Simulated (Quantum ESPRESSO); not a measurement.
# S K ELNES/XANES of BeS (F-43m) from DFT, part 2 of 3

What does one-electron theory with a core hole give for the S K edge of BeS (F-43m)?

Quantum ESPRESSO 7.5; X-ray absorption near-edge structure, plane-wave PAW PBEsol, one-electron final states by a Lanczos continued fraction.

So far. Step 2 (The field without a hole): The mesh shows a gap of 3.03 eV, so the hole is first treated in a charged cell, without the excited electron. Step 3 (Spectrum without a core hole, S atom 1): Main maxima below 24 eV (height): 4.4 eV (1.24), 6.0 eV (1.84), 7.7 eV (1.61), 9.4 eV (1.18), 13.3 eV (1.37) and 14.6 eV (1.42). A K edge sees empty p states on the absorber.

The database entry behind the starting cell differs from later determinations by our own check (0.1 to 0.3 % short, probably kX units), so it need not match the best structure at ambient conditions.

### 6. The atom with a core hole

Level of this step: all-electron atom with a core hole and its PAW potential, PBEsol, scalar-relativistic (Quantum ESPRESSO).

The frozen core must hold the hole, so the absorber gets a data set of its own.

File S.pbesol-nl-kjpaw-1sch.ld1.in:

```
&input
   title='S', zed=16., rel=1, iswitch=3, dft='PBESOL',
   config='1s1 2s2 2p6 3s2 3p5 3d-1'
/
&inputp
   file_pseudopw='S.pbesol-nl-kjpaw-1sch.UPF', author='',
   lpaw=.true.,
   pseudotype=3,
   lloc=2,
   which_augfun='PSQ',
   rmatch_augfun_nc=.true.,
   nlcc=.true.,
   new_core_ps=.true.,
   rcore=1.5,
   tm=.true.,
   zval=7,
   lgipaw_reconstruction=.true., use_paw_as_gipaw=.true.
/
5
3S  1  0  2.00  0.00  1.50  1.70  0.0
3S  1  0  0.00  6.00  1.50  1.70  0.0
3P  2  1  5.00  0.00  1.50  1.70  0.0
3P  2  1  0.00  3.00  1.50  1.70  0.0
3D  3  2  0.00  1.50  1.60  1.60  0.0
```

The run is started by

```
$ ld1.x < S.pbesol-nl-kjpaw-1sch.ld1.in > S.pbesol-nl-kjpaw-1sch.ld1.out
```

The program printed:

```text
     [... banner and references ...]
PAW data will be used for GIPAW calculation
     --------------------------- All-electron run ----------------------------

     S
     scalar relativistic calculation

     atomic number is 16.00
     dft =PBESOL   lsd =0 sic =0 latt =0  beta=0.20 tr2=1.0E-14
     Exchange-correlation= PBESOL
                           (   1   4  10   8   0   0   0)
     mesh =1151 r(mesh) =  99.72449 a.u. xmin = -7.00 dx = 0.01250
     1 Ry =  13.60569312 eV, c = 137.03599908

     n l     nl                  e(Ry)          e(Ha)          e(eV)
     1 0     1S 1( 1.00)      -188.6036       -94.3018     -2566.0827
     2 0     2S 1( 2.00)       -17.7935        -8.8968      -242.0934
     2 1     2P 1( 6.00)       -14.1037        -7.0518      -191.8906
[...]
final scf error:  3.3E-15 reached in  33 iterations

     Etot =    -614.810797 Ry,    -307.405399 Ha,   -8364.927035 eV

     Ekin =     616.341906 Ry,     308.170953 Ha,    8385.758831 eV
     Encl =   -1502.188738 Ry,    -751.094369 Ha,  -20438.318980 eV
     Eh   =     312.673093 Ry,     156.336546 Ha,    4254.134147 eV
     Exc  =     -41.637058 Ry,     -20.818529 Ha,    -566.501032 eV

     normalization and overlap integrals

     s(1S/1S) =  1.000000  <r> =   0.0952  <r2> =    0.0122  r(max) =   0.0625
     s(1S/2S) = -0.001140
     s(1S/3S) = -0.000360
     s(2S/2S) =  1.000000  <r> =   0.4562  <r2> =    0.2472  r(max) =   0.3734
     s(2S/3S) = -0.000194
     s(2P/2P) =  1.000000  <r> =   0.4088  <r2> =    0.2080  r(max) =   0.3019
     s(2P/3P) = -0.000143
     s(3S/3S) =  1.000000  <r> =   1.5701  <r2> =    2.8710  r(max) =   1.3033
     s(3P/3P) =  1.000000  <r> =   1.8378  <r2> =    4.0706  r(max) =   1.4225

[...]
final scf error:  3.3E-15 reached in  33 iterations

     Etot =    -614.810797 Ry,    -307.405399 Ha,   -8364.927035 eV

     Ekin =     616.341906 Ry,     308.170953 Ha,    8385.758831 eV
     Encl =   -1502.188738 Ry,    -751.094369 Ha,  -20438.318980 eV
     Eh   =     312.673093 Ry,     156.336546 Ha,    4254.134147 eV
     Exc  =     -41.637058 Ry,     -20.818529 Ha,    -566.501032 eV

     normalization and overlap integrals

     s(1S/1S) =  1.000000  <r> =   0.0952  <r2> =    0.0122  r(max) =   0.0625
     s(1S/2S) = -0.001140
     s(1S/3S) = -0.000360
     s(2S/2S) =  1.000000  <r> =   0.4562  <r2> =    0.2472  r(max) =   0.3734
     s(2S/3S) = -0.000194
     s(2P/2P) =  1.000000  <r> =   0.4088  <r2> =    0.2080  r(max) =   0.3019
     s(2P/3P) = -0.000143
     s(3S/3S) =  1.000000  <r> =   1.5701  <r2> =    2.8710  r(max) =   1.3033
     s(3P/3P) =  1.000000  <r> =   1.8378  <r2> =    4.0706  r(max) =   1.4225

     ------------------------ End of All-electron run ------------------------

     ---------------------- Testing the pseudopotential ----------------------

     S
     scalar relativistic calculation

     atomic number is 16.00   valence charge is  7.00
     dft = SLA  PW   PSX  PSC   lsd =0 sic =0 latt =0  beta=0.20 tr2=1.0E-14
     mesh =1151 r(mesh) =  99.72449 xmin = -7.00 dx = 0.01250

     n l     nl             e AE (Ry)        e PS (Ry)    De AE-PS (Ry)
     1 0     3S   1( 2.00)       -1.44684       -1.44684        0.00001
     2 1     3P   1( 5.00)       -0.63745       -0.63746        0.00000

     eps = 9.9E-15  iter = 34

     Etot =    -614.810797 Ry,    -307.405399 Ha,   -8364.927035 eV
     Etotps =   -64.585823 Ry,     -32.292912 Ha,    -878.734889 eV

     Ekin =      37.616443 Ry,      18.808221 Ha,     511.797775 eV
     Encl =     -85.873735 Ry,     -42.936867 Ha,   -1168.371683 eV
     Ehrt =      25.308523 Ry,      12.654262 Ha,     344.339998 eV
     Ecxc =     -41.637054 Ry,     -20.818527 Ha,    -566.500979 eV
     (Ecc =      -0.183860 Ry,      -0.091930 Ha,      -2.501540 eV)

     ---------------------- End of pseudopotential test ----------------------
```

Wall time 1.4 s (1 MPI rank of Intel Xeon 6975P-C (Granite Rapids), shared host); peak memory 0.12 GiB.

Removing the core electron and adding it to the valence shell costs the free atom 2476.3 eV.

### 7. Supercell with FCH, S atom 1

The holes are 5.9 Å apart. The excited electron is left out and a uniform background balances the charge.

File scf.in:

```
&control
   calculation='scf', prefix='x', pseudo_dir='../pp', outdir='tmp', tprnfor=.true.
/
&system
   ibrav=0, nat=12, ntyp=3, nbnd=28
   ecutwfc=44, ecutrho=250
   occupations='fixed'
   tot_charge=1
/
&electrons
   conv_thr=1.2e-07, electron_maxstep=120
   mixing_beta=0.5
/
ATOMIC_SPECIES
S0 1.0 S.pbesol-nl-kjpaw-1sch.UPF
S 1.0 S.pbesol-nl-kjpaw.UPF
Be 1.0 Be.pbesol-n-kjpaw.UPF
CELL_PARAMETERS angstrom
  2.42500000 4.85000000 2.42500000
  2.42500000 -4.85000000 2.42500000
  2.42500000 -2.42500000 -4.85000000
ATOMIC_POSITIONS crystal
S0   0.12500000 0.37500000 0.00000000
S    0.79166667 0.37500000 0.33333333
S    0.62500000 0.87500000 0.00000000
S    0.45833333 0.37500000 0.66666667
S    0.29166667 0.87500000 0.33333333
S    0.95833333 0.87500000 0.66666667
Be   0.00000000 0.00000000 0.00000000
Be   0.66666667 0.00000000 0.33333333
Be   0.50000000 0.50000000 0.00000000
Be   0.33333333 0.00000000 0.66666667
Be   0.16666667 0.50000000 0.33333333
Be   0.83333333 0.50000000 0.66666667
K_POINTS automatic
4 3 4 0 0 0
```

The run is started by

```
$ OMP_NUM_THREADS=1 mpirun --oversubscribe --bind-to none -np 4 pw.x -nk 4 -in scf.in > scf.out
```

The program printed:

```text
     [... banner and references ...]
[banner, memory and clock lines left out]
using ibrav=0 with symmetry is DISCOURAGED, use correct ibrav instead

     G-vector sticks info

     bravais-lattice index     =            0
     lattice parameter (alat)  =      11.2250  a.u.
     unit-cell volume          =    1154.8168 (a.u.)^3
     number of atoms/cell      =           12
     number of atomic types    =            3
     number of electrons       =        48.00
     number of Kohn-Sham states=           28
     kinetic-energy cutoff     =      44.0000  Ry
     charge density cutoff     =     250.0000  Ry
     scf convergence threshold =      1.2E-07
     mixing beta               =       0.5000
     number of iterations used =            8  plain     mixing
     Exchange-correlation= SLA  PW   PSX  PSC
                           (   1   4  10   8   0   0   0)

     celldm(1)=  11.224997  celldm(2)=   0.000000  celldm(3)=   0.000000
     celldm(4)=   0.000000  celldm(5)=   0.000000  celldm(6)=   0.000000

     crystal axes: (cart. coord. in units of alat)
               a(1) = (   0.408248   0.816497   0.408248 )
               a(2) = (   0.408248  -0.816497   0.408248 )
               a(3) = (   0.408248  -0.408248  -0.816497 )

     reciprocal axes: (cart. coord. in units 2 pi/alat)
               b(1) = (  1.020621  0.612372  0.204124 )
               b(2) = (  0.612372 -0.612372  0.612372 )
               b(3) = (  0.816497 -0.000000 -0.816497 )

     ../pp/S.pbesol-nl-kjpaw-1sch.UPF
     Pseudo is Projector augmented-wave + core cor, Zval =  7.0
     Shape of augmentation charge: PSQ
     Using radial grid of 1151 points,  4 beta functions with:
                l(1) =   0
[...]
iteration # 12     ecut=    44.00 Ry     beta= 0.50
     Davidson diagonalization with overlap
     ethr =  8.84E-10,  avg # of iterations = 10.5

     total energy              =    -430.89205197 Ry
     estimated scf accuracy    <       0.00000013 Ry

     iteration # 13     ecut=    44.00 Ry     beta= 0.50
     Davidson diagonalization with overlap
     c_bands:  1 eigenvalues not converged
     ethr =  2.75E-10,  avg # of iterations =  4.9

     End of self-consistent calculation

          k = 0.0000 0.0000 0.0000 (  5695 PWs)   bands (ev):

   -11.0690  -7.7108  -6.4706  -6.2229  -5.9772  -5.9731  -1.4176  -1.1899
    -1.0429   0.5660   0.6251   0.8955   1.3798   1.7559   2.0324   2.1104
     2.9248   3.0905   3.6767   3.8326   3.9656   5.1804   5.3339   5.3506
     9.6678  10.1649  10.2411  10.7638

     [... bands of 16 further k-points ...]

     highest occupied, lowest unoccupied level (ev):     5.3506    8.2586

!    total energy              =    -430.89205193 Ry
     total all-electron energy =     -4778.221987 Ry
     estimated scf accuracy    <       0.00000011 Ry

     The total energy is the sum of the following terms:
     one-electron contribution =      15.47495799 Ry
     hartree contribution      =      17.58462330 Ry
     xc contribution           =     -40.51651742 Ry
     ewald contribution        =    -139.28611819 Ry
     one-center paw contrib.   =    -284.14899762 Ry

     convergence has been achieved in  13 iterations

     Forces acting on atoms (cartesian axes, Ry/au):

     atom    1 type  1   force =    -0.00014019   -0.00007952   -0.00014019
     atom    2 type  2   force =    -0.00146872    0.00244765   -0.00288495
     atom    3 type  2   force =     0.00026077   -0.00382145    0.00026077
[...]
atom   11 type  3   force =     0.02715714   -0.02925846   -0.01798801
     atom   12 type  3   force =    -0.01798801   -0.02925846    0.02715714

     Total force =     0.094475     Total SCF correction =     0.000116

     XML data file, charge density, pseudopotentials, collected wavefunctions
```

It took 23 s on 4 MPI ranks; peak memory 0.13 GiB.

Energy with the hole: -65011.022 eV, cores included.

### 8. Spectrum with FCH, S atom 1

The Lanczos recursion gives the spectrum without computing empty bands; each polarisation needs a run of its own on the full k mesh. xe0 is set between filled and empty states, and states below it are cut. The file of filecore holds the core orbital, taken from the hole-free data set.

File xspectra.in:

```
&input_xspectra
   calculation='xanes_dipole', edge='K'
   prefix='x', outdir='tmp', xiabs=1, xe0=6.8046
   xonly_plot=.false., x_save_file='xanes.sav'
   xniter=3000, xcheck_conv=20, xerror=0.005
   xcoordcrys=.false., xepsilon(1)=1, xepsilon(2)=0, xepsilon(3)=0
/
&plot
   xnepoint=413, xemin=-10, xemax=45, terminator=.true., cut_occ_states=.true.
   xgamma=0.4
/
&pseudos
   filecore='../S.wfc'
/
&cut_occ
   cut_desmooth=0.1, cut_stepl=0.05, cut_stepu=0.05, cut_ierror=1e-5
/
5 4 5 0 0 0
```

xspectra_1.in, as its differences from xspectra.in of step 8:

```diff
@@ -5,3 +5,3 @@
    xniter=3000, xcheck_conv=20, xerror=0.005
-   xcoordcrys=.false., xepsilon(1)=1, xepsilon(2)=0, xepsilon(3)=0
+   xcoordcrys=.false., xepsilon(1)=0, xepsilon(2)=1, xepsilon(3)=0
 /
```

The run is started by

```
$ OMP_NUM_THREADS=1 mpirun --oversubscribe --bind-to none -np 4 xspectra.x -nk 4 -in xspectra.in > xspectra.out
```

The program printed:

```text
     [... banner and references ...]
Reading input_file

     calculation: xanes_dipole

     xepsilon  [cartesian coordinates]:   1.000000   0.000000   0.000000

     xonly_plot: FALSE
        => complete calculation: Lanczos + spectrum plot

     filecore (core-wavefunction file): ../S.wfc

     main plot parameters:
        cut_occ_states: TRUE
        gamma_mode:  constant
        -> using xgamma [eV]:  0.40
        xemin [eV]: -10.00
        xemax [eV]:  45.00
        xnepoint:  413
        xe0 [eV]:   6.804600 (energy zero read in input file)

     WARNING: variable ef_r is obsolete

                      Reading SCF save directory: x.save

     tmp/x.save/

     Exchange-correlation= PBESOL
                           (   1   4  10   8   0   0   0)

     G-vector sticks info

                           Getting the Fermi energy

     From SCF save directory:
        ehomo [eV]:    5.3506 (highest occupied level)
        elumo [eV]:    8.2586 (lowest occupied level)
        ef    [eV]:    5.3506

     -> ef (in eV) will be written in x_save_file

                           Energy zero of the spectrum

     -> ef will NOT be used as energy zero of the spectrum
       (because xe0 read in input file)

     G-vector sticks info

     bravais-lattice index     =            0
     lattice parameter (alat)  =      11.2250  a.u.
     unit-cell volume          =    1154.8168 (a.u.)^3
     number of atoms/cell      =           12
     number of atomic types    =            3
     number of electrons       =        48.00
     number of Kohn-Sham states=           28
     kinetic-energy cutoff     =      44.0000  Ry
     charge density cutoff     =     250.0000  Ry
     Exchange-correlation= PBESOL
                           (   1   4  10   8   0   0   0)

     celldm(1)=  11.224997  celldm(2)=   0.000000  celldm(3)=   0.000000
     celldm(4)=   0.000000  celldm(5)=   0.000000  celldm(6)=   0.000000

     crystal axes: (cart. coord. in units of alat)
               a(1) = (   0.408248   0.816497   0.408248 )
               a(2) = (   0.408248  -0.816497   0.408248 )
               a(3) = (   0.408248  -0.408248  -0.816497 )

     reciprocal axes: (cart. coord. in units 2 pi/alat)
               b(1) = (  1.020621  0.612372  0.204124 )
               b(2) = (  0.612372 -0.612372  0.612372 )
               b(3) = (  0.816497 -0.000000 -0.816497 )

     ../pp/S.pbesol-nl-kjpaw-1sch.UPF
     Pseudo is Projector augmented-wave + core cor, Zval =  7.0
     Shape of augmentation charge: PSQ
     Using radial grid of 1151 points,  4 beta functions with:
                l(1) =   0
                l(2) =   0
                l(3) =   1
                l(4) =   1
     Q(r) pseudized with 0 coefficients

     ../pp/S.pbesol-nl-kjpaw.UPF
     Pseudo is Projector augmented-wave + core cor, Zval =  6.0
     Shape of augmentation charge: PSQ
     Using radial grid of 1151 points,  4 beta functions with:
                l(1) =   0
                l(2) =   0
                l(3) =   1
                l(4) =   1
     Q(r) pseudized with 0 coefficients

     PseudoPot. #3 for Be:     Pseudo is Projector augmented-wave + core cor, Zval =  2.0

     atomic species   valence    mass     pseudopotential
     S0                7.00     1.00000     S ( 1.00)
     S                 6.00     1.00000     S ( 1.00)
     Be                2.00     1.00000     Be( 1.00)

      2 Sym. Ops. (no inversion) found

   Cartesian axes

     site n.     atom                  positions (alat units)
         1        S0     tau(   1) = (   0.2041241  -0.2041241   0.2041241  )
         2        S      tau(   2) = (   0.6123724   0.2041241   0.2041241  )
         3        S      tau(   3) = (   0.6123724  -0.2041241   0.6123724  )
         4        S      tau(   4) = (   0.6123724  -0.2041241  -0.2041241  )
         5        S      tau(   5) = (   0.6123724  -0.6123724   0.2041241  )
         6        S      tau(   6) = (   1.0206207  -0.2041241   0.2041241  )
         7        Be     tau(   7) = (   0.0000000   0.0000000   0.0000000  )
         8        Be     tau(   8) = (   0.4082483   0.4082483   0.0000000  )
         9        Be     tau(   9) = (   0.4082483   0.0000000   0.4082483  )
        10        Be     tau(  10) = (   0.4082483  -0.0000000  -0.4082483  )
        11        Be     tau(  11) = (   0.4082483  -0.4082483   0.0000000  )
        12        Be     tau(  12) = (   0.8164966  -0.0000000  -0.0000000  )

     number of k points=   100

     Number of k-points >= 100: set verbosity='high' to print them.

     Dense  grid:    77215 G-vectors     FFT dimensions: (  60,  60,  60)

     Smooth grid:    45509 G-vectors     FFT dimensions: (  48,  48,  48)

     The potential is recalculated from file :
     tmp/x.save/charge-density

     Starting wfcs are   48 atomic wfcs
     Checking if some PAW data can be deallocated...

               Reading core wavefunction file for the absorbing atom

     ../S.wfc successfully read

                              Attributing the PAW radii
                     for the absorbing atom [units: Bohr radius]

        PAW proj 1: r_paw(l= 0)= 2.55  (1.5*r_cut)
        PAW proj 2: r_paw(l= 0)= 2.55  (1.5*r_cut)
        PAW proj 3: r_paw(l= 1)= 2.55  (1.5*r_cut)
        PAW proj 4: r_paw(l= 1)= 2.55  (1.5*r_cut)

        NB: The calculation will not necessary use all these r_paw values.
            - For a edge in the electric-dipole approximation,
              only the r_paw(l=1) values are used.
            - For a K edge in the electric-quadrupole approximation,
              only the r_paw(l=2) values are used.

            - For a L2 or L3 edge in the electric-quadrupole approximation,

              all projectors (s, p and d) are used.

                          Starting XANES calculation
                     in the electric dipole approximation

     Method of calculation based on the Lanczos recursion algorithm
        - STEP 1: Construction of a kpoint-dependent Lanczos basis,
          in which the Hamiltonian is tridiagonal (each 'iter'
          corresponds to the calculation of one more Lanczos vector)
        - STEP 2: Calculation of the cross-section as a continued fraction
          averaged over the k-points.

     ... Begin STEP 1 ...

        Radial transition matrix element(s) used in the calculation of the
        initial vector of the Lanczos basis (|tilde{phi}_abs> normalized)
        | For PAW proj. (l=1) #1: radial matrix element =   0.019920229
        | For PAW proj. (l=1) #2: radial matrix element =   0.028227733

NB: the    25 k-point are not all listed below because npool=  4
        |-------------------------------------------------------------
        ! k-point #     1:  ( 0.0000,  0.0000,  0.0000),  0.0200,   1
        |-------------------------------------------------------------
 okvan= T
        |   Norm of the initial Lanczos vector: 0.18780635E-01
        |   Estimated error at iter     20:   1.00568307
        |   Estimated error at iter     40:   0.53756359
        |   Estimated error at iter     60:   0.12403329
        |   Estimated error at iter     80:   0.15476225
        |   Estimated error at iter    100:   0.14138661
[...]
!   => CONVERGED at iter    400 with error=  0.00373254
        |-------------------------------------------------------------
        ! k-point #     2:  ( 0.1633, -0.0000, -0.1633),  0.0200,   1
        |-------------------------------------------------------------
 okvan= T
        |   Norm of the initial Lanczos vector: 0.18779915E-01
[...]
!   => CONVERGED at iter    420 with error=  0.00488598
        |-------------------------------------------------------------
     [... 22 further k-points ...]
        ! k-point #    25:  ( 0.8573,  0.1225, -0.6124),  0.0200,   1
        |-------------------------------------------------------------
 okvan= T
        |   Norm of the initial Lanczos vector: 0.18780402E-01
[...]
|   Estimated error at iter    400:   0.00609704
        |   Estimated error at iter    420:   0.00513276
        |   Estimated error at iter    440:   0.00609452
        !   => CONVERGED at iter    460 with error=  0.00359618

     Results of STEP 1 successfully written in x_save_file
     x_save_file name:
     ->  xanes.sav
     x_save_file version:  2

     ... End STEP 1 ...

     ... Begin STEP 2 ...

     The spectrum is calculated using the following parameters:
        xe0 [eV]:    6.8046
        the occupied states are elimintate from the spectrum
        xemin [eV]: -10.00
        xemax [eV]:  45.00
        xnepoint:  413
        constant broadening parameter [eV]:    0.400
        Core level energy [eV]:  -2472.
         (from electron binding energy of neutral atoms in X-ray data booklet)

     Cross-section successfully written in xanes.dat

     ... End STEP 2 ...

                                END JOB XSpectra
```

Elapsed: 64 s, on 4 MPI ranks; peak memory 0.1 GiB.

The S K spectrum, S atom 1, full core hole (charged cell) (energy from the lowest empty level; intensity scaled to a mean of 1 over the first 20 eV; the points at xe0, where the cut of filled states can leave a spike, are interpolated):

| E (eV) | intensity |
| --- | --- |
| -2.0 | 0.04 |
| -1.0 | 0.06 |
| 0.0 | 0.11 |
| 1.0 | 0.29 |
| 2.0 | 0.82 |
| 3.0 | 1.56 |
| 4.0 | 1.79 |
| 5.0 | 1.51 |
| 6.0 | 1.41 |
| 7.0 | 1.23 |
| 8.0 | 1.06 |
| 9.0 | 1.03 |
| 10.0 | 1.04 |
| 11.0 | 0.93 |
| 12.0 | 0.87 |
| 13.0 | 0.97 |
| 14.0 | 1.20 |
| 15.0 | 0.91 |
| 16.0 | 0.73 |
| 17.0 | 0.79 |
| 18.0 | 0.76 |
| 19.0 | 0.59 |
| 20.0 | 0.60 |
| 21.0 | 0.53 |
| 22.0 | 0.54 |
| 23.0 | 0.71 |
| 24.0 | 0.58 |
| 25.0 | 0.66 |
| 26.0 | 0.81 |
| 27.0 | 0.66 |
| 28.0 | 0.56 |
| 29.0 | 0.54 |
| 30.0 | 0.78 |
| 31.0 | 0.94 |
| 32.0 | 0.91 |

Main maxima below 24 eV (height): 3.8 eV (1.80), 7.4 eV (1.28), 8.7 eV (1.07), 9.8 eV (1.07), 13.6 eV (1.24) and 16.8 eV (0.79). 

The hole costs E(hole) − E(ground) = 2472.45 eV, and the lowest empty level of the hole cell lies at 8.26 eV, which puts the zero at 2480.71 eV. One term is added: -16.94 eV, since the hole is spin-paired here and a spin-polarised one costs that much less in the free atom (computed apart). The photon energy is then 2463.77 eV. The functional and the charged cell's background leave an error in such absolute values: in the free atom PBEsol prices this hole 4.4 eV below PBE (computed apart), and PBE is itself good to a few eV.

(Continued in part 3 of 3.)

[Banner, clock and machine lines of the logs are left out without a mark of their own.]

[Logs are printed without paths, hosts, clocks, repeated set-up lines and the standing remarks that a program may print on its own settings, such as how far it seeks lower states.]

[Hosts, paths, dates, database ids (printed as entryN), source tags and the programs' standing remarks are cut or masked in the printed files.]

[Lists of maxima count a maximum above −3 eV only where it reaches 4 % of the highest in the window and stands out from its surroundings by 2 % of it (1.5 % where it reaches 55 %); shoulders and weaker maxima are passed over, and of the rest the first, up to two pre-edge ones and the few strongest are named.]
